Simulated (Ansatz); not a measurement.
# Sb (Fm-3m) in Ansatz: convergence with wavefunction cutoff

Aim: find how far wavefunction cutoff must go before the results for Sb settle, at PBE0. This setting moves, with any that are tied to it; all else stays.

All numbers are computed with Ansatz 0.2.0; they aren't measurements. Logs are shortened: lines on timing, memory, paths and dates and some standing lists are left out, and cuts for length are marked.

## Step 1: Starting point

It takes space group Fm-3m (No. 225, cubic). The conventional cell has a = 4.742 Å, b = 4.742 Å, c = 4.742 Å, α = 90.00°, β = 90.00°, γ = 90.00°. Sb (site symmetry m-3m) has 12 Sb at 3.35 Å as nearest neighbours.

This isn't the form of Sb at room conditions, which is rhombohedral.

## Step 2: With wavefunction cutoff 200 eV

input.yaml

```yaml
crystal:
  lattice:
    - [0.0, 2.3712425216, 2.3712425216]
    - [2.3712425216, 0.0, 2.3712425216]
    - [2.3712425216, 2.3712425216, 0.0]
  atoms:
    - { symbol: Sb, position: [0.0, 0.0, 0.0] }
hamiltonian:
  xc: pbe0
  pseudopotentials: { kind: paw }
kpoints:
  mp_grid: { grid: [5, 5, 5] }
scf:
  occupations: { method: cold, width: 0.05 }
output:
  forces: true
  stress: true
  eigenvalues: true
basis:
  ecutwfc: "200 eV"
```

Potentials or basis: Ansatz PAW.

The run is started by

```bash
ansatz run input.yaml --threads 2 --pin off --max-ram 5632MiB --backend cpu --events-out ev --progress --plain --runs-dir out
```

Wall time 3.1 s (2 threads of Arm Neoverse V2, shared host); peak memory 0.34 GiB.

Results:

```
Free energy            : -6477.5113 eV
Pressure               : 2.7 GPa
Band gap on the k mesh : none (metal or under the smearing width)
```

## Step 3: With wavefunction cutoff 250 eV

Changes to input.yaml since step 2:

```diff
@@ -19,2 +19,2 @@
 basis:
-  ecutwfc: "200 eV"
+  ecutwfc: "250 eV"
```

Potentials or basis: Ansatz PAW.

The run is started by

```bash
ansatz run input.yaml --threads 2 --pin off --max-ram 5632MiB --backend cpu --events-out ev --progress --plain --runs-dir out
```

It took 3.7 s on 2 threads of Arm Neoverse V2, shared host; peak memory 0.39 GiB.

What came out:

| Item | Value |
| --- | --- |
| Free energy | -6486.3392 eV |
| Pressure | -1.0 GPa |
| Band gap on the k mesh | none (metal or under the smearing width) |

## Step 4: With wavefunction cutoff 300 eV

Changes to input.yaml since step 3:

```diff
@@ -19,2 +19,2 @@
 basis:
-  ecutwfc: "250 eV"
+  ecutwfc: "300 eV"
```

The run is started by

```bash
ansatz run input.yaml --threads 2 --pin off --max-ram 5632MiB --backend cpu --events-out ev --progress --plain --runs-dir out
```

It took 4.3 s on 2 threads of Arm Neoverse V2, shared host; peak memory 0.42 GiB.

What came out:

* Free energy: -6487.3180 eV
* Pressure: -0.3 GPa
* Band gap on the k mesh: none (metal or under the smearing width)

## Step 5: With wavefunction cutoff 350 eV

Changes to input.yaml since step 4:

```diff
@@ -19,2 +19,2 @@
 basis:
-  ecutwfc: "300 eV"
+  ecutwfc: "350 eV"
```

The run is started by

```bash
ansatz run input.yaml --threads 2 --pin off --max-ram 5632MiB --backend cpu --events-out ev --progress --plain --runs-dir out
```

It took 4.8 s on 2 threads of Arm Neoverse V2, shared host; peak memory 0.46 GiB.

What came out:

- Free energy: -6487.4040 eV
- Pressure: -0.2 GPa
- Band gap on the k mesh: none (metal or under the smearing width)

## Step 6: With wavefunction cutoff 400 eV

Changes to input.yaml since step 5:

```diff
@@ -19,2 +19,2 @@
 basis:
-  ecutwfc: "350 eV"
+  ecutwfc: "400 eV"
```

Potentials or basis: Ansatz PAW.

The run is started by

```bash
ansatz run input.yaml --threads 2 --pin off --max-ram 5632MiB --backend cpu --events-out ev --progress --plain --runs-dir out
```

Run time: 5.9 s. Hardware: 2 threads of Arm Neoverse V2, shared host; peak memory 0.52 GiB.

It converged, with:

```
Free energy            : -6487.4065 eV
Pressure               : -0.2 GPa
Band gap on the k mesh : none (metal or under the smearing width)
```

## Step 7: With wavefunction cutoff 450 eV

Changes to input.yaml since step 6:

```diff
@@ -19,2 +19,2 @@
 basis:
-  ecutwfc: "400 eV"
+  ecutwfc: "450 eV"
```

The run is started by

```bash
ansatz run input.yaml --threads 2 --pin off --max-ram 5632MiB --backend cpu --events-out ev --progress --plain --runs-dir out
```

Run time: 6.2 s. Hardware: 2 threads of Arm Neoverse V2, shared host; peak memory 0.56 GiB.

The run converged. Its results:

| Item | Value |
| --- | --- |
| Free energy | -6487.4076 eV |
| Pressure | -0.3 GPa |
| Band gap on the k mesh | none (metal or under the smearing width) |

## Step 8: With wavefunction cutoff 500 eV

Changes to input.yaml since step 7:

```diff
@@ -19,2 +19,2 @@
 basis:
-  ecutwfc: "450 eV"
+  ecutwfc: "500 eV"
```

The run is started by

```bash
ansatz run input.yaml --threads 2 --pin off --max-ram 5632MiB --backend cpu --events-out ev --progress --plain --runs-dir out
```

It took 6.7 s on 2 threads of Arm Neoverse V2, shared host; peak memory 0.59 GiB.

Results (log left out):

```yaml
Free_energy: -6487.4081 eV
Pressure: -0.3 GPa
Band_gap_on_the_k_mesh: none (metal or under the smearing width)
```

## Step 9: With wavefunction cutoff 600 eV

Changes to input.yaml since step 8:

```diff
@@ -19,2 +19,2 @@
 basis:
-  ecutwfc: "500 eV"
+  ecutwfc: "600 eV"
```

Potentials or basis: Ansatz PAW.

The run is started by

```bash
ansatz run input.yaml --threads 2 --pin off --max-ram 5632MiB --backend cpu --events-out ev --progress --plain --runs-dir out
```

It took 8.6 s on 2 threads of Arm Neoverse V2, shared host; peak memory 0.68 GiB.

It converged, with:

```yaml
Free_energy: -6487.4083 eV
Pressure: -0.3 GPa
Band_gap_on_the_k_mesh: none (metal or under the smearing width)
```

## Step 10: With wavefunction cutoff 800 eV

Changes to input.yaml since step 9:

```diff
@@ -19,2 +19,2 @@
 basis:
-  ecutwfc: "600 eV"
+  ecutwfc: "800 eV"
```

Potentials or basis: Ansatz PAW.

The run is started by

```bash
ansatz run input.yaml --threads 2 --pin off --max-ram 5632MiB --backend cpu --events-out ev --progress --plain --runs-dir out
```

Output:

```text
Warning: output.stress: scf.convergence.dr2_threshold = 1e-7 eV (the SCF's general default) is looser than the 1e-10 eV advised for a printed stress (1e-10 eV for each atom of the cell: 1). What an SCF threshold leaves in a stress goes as its square root, and in the free energy as the threshold itself, and one threshold admits the most on a small cell: of the crystals measured, under no hybrid functional and no lock of the moments, on runs that ended without the residual-converged pass, on stresses that held no estimate of that error, the worst erred by over 100 MPa in a component at 1e-7 eV an atom and by under 5 at 1e-10. Set scf.convergence.dr2_threshold to 1e-10 eV or tighter. The threshold is an SCF's pass mark: one that does not reach it within its budget of iterations ends unconverged, or closes short of it on a stop that the run arms, and scf.convergence.dr2_threshold's page says what that costs each kind of run
Warning: output.stress: scf.exx.energy_threshold = 1e-6 eV is looser than the 1e-8 eV advised for a stress under a hybrid functional (1e-8 eV for each atom of the cell: 1). Every SCF of the exchange loop can meet its threshold on dr2 while the loop round them stops early: no threshold on dr2 bounds what that leaves in the stress. Set scf.exx.energy_threshold to 1e-8 eV or tighter. The threshold is the loop's pass mark: a loop that does not reach it within its budget of cycles ends unconverged, and scf.exx.energy_threshold's page has the law
Warning: RAYON_NUM_THREADS=2 ignored (pool sized by the plan → 2); use --threads N
Engine: ansatz 0.2.0, aarch64-unknown-linux-gnu
Pseudopotentials: kind: paw
Pseudopotential: Sb, paw, valence charge 15, recommended cutoff 420 eV (normal), Sb.paw.azcp
Functional definition: PBE0
  parameter a = 0.25
  parameter kappa = 0.804
  parameter beta = 0.06672455060314922
  exchange = (1 - a)*pbe_x(kappa = kappa, mu = beta*pi^2/3) + a*exact_x
  correlation = pbe_c(beta = beta)
Crystal: 1 atoms, lattice volume = 26.666 Å³
Basis set: ecut = 800 eV, 1363 PW (Γ), exchange–correlation on 64×64×64 points (8 copies of the dense FFT grid, shifted against one another)
Bands: 12, of which v1, the nominal top of the filled ones, is band 8 counted from 1 (7 counted from 0)
Symmetry: 48 space group operations
Space group: Fm-3m (ITA 225), of the structure as read, at distance tolerance 3.0e-5 Å
k-points: 10 of 125
Non-local potential: Sb, projectors of the file, l = 0: 2, l = 1: 2, l = 2: 2, l = 3: 2
PAW form: soft (Blöchl's): semilocal exchange-correlation on the pseudo side does not see the compensation charge
PAW frozen core: Sb, regenerated for the run's functional, and the local potential with it (the file was generated under x = pbe(κ = 0.804, μ = 0.2195149727645171), c = pbe(β = 0.06672455060314922))
PAW one-centre angular grid: Sb, 590 points (default); XC on 64 Gauss nodes
Initial density: superposition of atomic densities (neutral atoms: chi_scale 0, normalization atom), corrected by the library's trained network
Initial wavefunctions: pseudopotential atomic-orbital guess
Functional: x = pbe(κ = 0.804, μ = 0.2195149727645171), c = pbe(β = 0.06672455060314922), warm-up for x = 0.75 pbe(κ = 0.804, μ = 0.2195149727645171) + 0.25 exact, c = pbe(β = 0.06672455060314922)
SCF iter   1: F=—  HF=-6484.108568 eV  |F-HF|=—  |Δ(HF+E_count)|=         —  Δρ=1.51e-3  dr2=7.61e-4  ethr=1.77e-3  ⟨swp⟩=12.3  Hψ=612  notcnv=0
preconditioner: auto → none  [insulator: Δε(μ)=0.239 eV  Ē_g=12.634 eV  σ=0.050 eV  W_gap=0.73  n_scr=8 (ndim 8)  ℏωp=16.1 eV  f_vac=0.000  D(μ)=5.53/eV (n_scr^D=112)]
SCF iter   2: F=—  HF=-6484.108786 eV  |F-HF|=—  |Δ(HF+E_count)|=   2.19e-4  S|Δr|=    0.00e0  Δρ=7.51e-4  dr2=1.80e-4  ethr=5.07e-6  ⟨swp⟩=3.7  Hψ=295  notcnv=0  defer=6
iter 3 solved again at ethr=8.86e-10 eV; its pass at ethr=1.20e-6 eV (dr2=1.33e-7 eV) is discarded
SCF iter   3: F=—  HF=-6484.108830 eV  |F-HF|=—  |Δ(HF+E_count)|=   4.38e-5  S|Δr|=    0.00e0  Δρ=3.59e-5  dr2=2.04e-7  ethr=8.86e-10  ⟨swp⟩=4.9  Hψ=553  notcnv=0
eigensolver tolerance schedule calibrated: the retry pair's looser diagonalisation under-reported the residual by θ = 0.35 (0.11/decade); ethr = c·dr2/N_el runs at the constant in force after the calibration composes with the one it found (an armed cap, an earlier calibration), c = 8.1e-2
SCF iter   4: F=—  HF=-6484.108830 eV  |F-HF|=—  |Δ(HF+E_count)|=   1.33e-7  S|Δr|=    0.00e0  Δρ=1.41e-5  dr2=4.27e-8  ethr=8.86e-10  ⟨swp⟩=3.3  Hψ=265  notcnv=0
SCF iter   5: F=—  HF=-6484.108830 eV  |F-HF|=—  |Δ(HF+E_count)|=   2.54e-8  S|Δr|=    0.00e0  Δρ=2.32e-6  dr2=1.10e-9  ethr=2.29e-10  ⟨swp⟩=3.0  Hψ=261  notcnv=0
[... 17 lines left out ...]
hybrid outer 1: dexx = +2.086e-3 eV, tail = 2.77e-5 eV
Frozen-core exchange: fock
SCF iter   1: F=—  HF=-6487.408494 eV  |F-HF|=—  |Δ(HF+E_count)|=         —  Δρ=2.58e-5  dr2=1.39e-6  ethr=9.24e-7  ⟨swp⟩=2.6  Hψ=250  notcnv=0
preconditioner: auto → none  [insulator: Δε(μ)=0.690 eV  Ē_g=14.581 eV  σ=0.050 eV  W_gap=0.73  n_scr=8 (ndim 8)  ℏωp=16.1 eV  f_vac=0.000  D(μ)=5.54/eV (n_scr^D=112)]
SCF iter   2: F=—  HF=-6487.408495 eV  |F-HF|=—  |Δ(HF+E_count)|=   1.95e-7  S|Δr|=    0.00e0  Δρ=8.01e-6  dr2=1.30e-6  ethr=5.29e-10  ⟨swp⟩=4.0  Hψ=332  notcnv=0
SCF iter   3: F=—  HF=-6487.408530 eV  |F-HF|=—  |Δ(HF+E_count)|=   3.54e-5  S|Δr|=    0.00e0  Δρ=1.63e-5  dr2=3.72e-8  ethr=3.18e-11  ⟨swp⟩=5.0  Hψ=438  notcnv=0
SCF iter   4: F=-6487.408530 eV  HF=-6487.408530 eV  |F-HF|=4.26e-10  |Δ(HF+E_count)|=   9.67e-9  S|Δr|=    0.00e0  Δρ=3.40e-6  dr2=6.33e-9  ethr=3.18e-11  ⟨swp⟩=3.0  Hψ=261  notcnv=0
SCF 3 converged in 4 iterations: F = -6487.408530 eV  dr2 = 6.33e-9
  Residual-converged pass: ⟨swp⟩=2.1  Hψ=144  notcnv=0  max |occ|·‖R‖ = 2.2e-6 eV (tolerance 2.4e-6 eV)  dr2=6.33e-9  dr2_onsite=2.97e-10  max |Δocc| = 1.1e-97
hybrid outer 2: dexx = +3.190e-7 eV, tail = 1.71e-8 eV, Δε = 4.24e-3 eV (about 2.01e-4 eV left of the loop's levels)
hybrid SCF converged: 2 outer / 11 inner (+6 warm-up), last move |dexx| = 3.19e-7 eV, tail = 1.71e-8 eV
Stability not checked: this state was not tested for a lower state beside it, because the functional holds exact exchange (a hybrid, or Hartree-Fock), whose exchange loop this test does not read (fock_operator; see scf.lower_state_search)
Free energy (F): -6487.408530 eV
Frozen-core exchange: fock
Harris-Foulkes:  -6487.408530 eV  (|F-HF|=4.26e-10)
Internal energy: -6487.406667 eV  (E = F + TS)
E sigma→0 (E₀):  -6487.407909 eV
Entropy (-TS):   -0.001863 eV (-1.863 meV/atom)
Fermi energy:    11.400037 eV
--- Per-component energies (eV) ---
  E_band       = -178.449362
  E_kinetic    = 206.010202
  E_local      = -1423.357779  (includes V_loc(G=0)·N_el)
  E_nonlocal   = 361.048705
  E_hartree    = 651.761571
  E_xc         = -106.833454
  E_vxc        = -74.713373  (∫ρ·V_xc dr)
  E_exx        = -46.443703  (= α·E_x^exact, valence–valence)
  E_paw        = -4563.513205  (= ΣΔE_a)
  E_vpaw       = -458.072845  (= ΣTr[D̂ρ^β])
  E_aug_tail   = -0.000000  (compensation charges beyond the density's cutoff)
  E_ewald      = -1566.118529
  E_core_change = 0.039526  (= ΣΔE_core)
  E_smearing   = -0.001863  (= −TS)
  E_closure    = -0.000000  (closes the sum)
  Σ components = -6487.408530   (vs F -6487.408530, Δ=-9.09e-13)
--- Forces (eV/Å), atoms counted from 1 ---
  atom   1  Sb     0.00000000     0.00000000    -0.00000000
  max |Σ_I F_I| component: 9.20e-31 eV/Å
--- Stress (GPa, compression-positive) ---
       -0.254022       0.000000      -0.000000
        0.000000      -0.254022      -0.000000
       -0.000000       0.000000      -0.254022
  P = ⅓ Tr σ = -0.2540 GPa (-2.540 kbar)
--- Band table (eV; the first three rows and the last of 10) ---
  k-point 0: bands = ["-20.5993", "-20.5993", "-20.5993", "-20.5556", "-20.5556", "-3.2183", "18.2801", "18.2801", "18.2801", "23.0755", "23.4441", "23.4441"]
  k-point 1: bands = ["-20.5963", "-20.5880", "-20.5880", "-20.5503", "-20.5503", "-2.3430", "12.8850", "17.3931", "17.3931", "21.3757", "24.2774", "24.2774"]
  k-point 2: bands = ["-20.5926", "-20.5919", "-20.5919", "-20.5195", "-20.5195", "0.1567", "6.1335", "16.4236", "16.4236", "21.1141", "22.5791", "22.5791"]
  k-point 9: bands = ["-20.5940", "-20.5882", "-20.5567", "-20.5305", "-20.5135", "2.2033", "7.5704", "8.9951", "11.3777", "21.4391", "22.4623", "24.3755"]
```

Run time: 12 s. Hardware: 2 threads of Arm Neoverse V2, shared host; peak memory 0.95 GiB.

What came out:

| Quantity | Value |
| --- | --- |
| Free energy | -6487.4085 eV |
| Pressure | -0.3 GPa |
| Band gap on the k mesh | none (metal or under the smearing width) |

## Step 11: Result

| wavefunction cutoff | energy less the tightest run, at zero smearing (meV/atom) | pressure (GPa) | SCF cycles | CPU time (s) | peak memory (GiB) |
| --- | --- | --- | --- | --- | --- |
| 200 eV | 9897.22 | 2.72 | 18 | 5.1 | 0.34 |
| 250 eV | 1069.38 | -0.96 | 19 | 6.4 | 0.39 |
| 300 eV | 90.50 | -0.31 | 18 | 7.5 | 0.42 |
| 350 eV | 4.52 | -0.23 | 18 | 8.5 | 0.46 |
| 400 eV | 2.07 | -0.25 | 18 | 11 | 0.52 |
| 450 eV | 0.94 | -0.26 | 17 | 11 | 0.56 |
| 500 eV | 0.40 | -0.26 | 17 | 12 | 0.59 |
| 600 eV | 0.26 | -0.25 | 17 | 16 | 0.68 |
| 800 eV | 0.00 | -0.25 | 17 | 24 | 0.95 |

Against the tightest run, the energy stays within 1 meV/atom from 450 eV on; the pressure stays within 0.1 GPa from 300 eV on. The tightest run that finished is the yardstick and may itself not be fully converged.

Caveats: all runs use coarse meshes; the PAW data sets come from PBE, with cores solved anew for the run's functional, which leaves a small shift of forces and pressure; the thresholds are loose for stress.
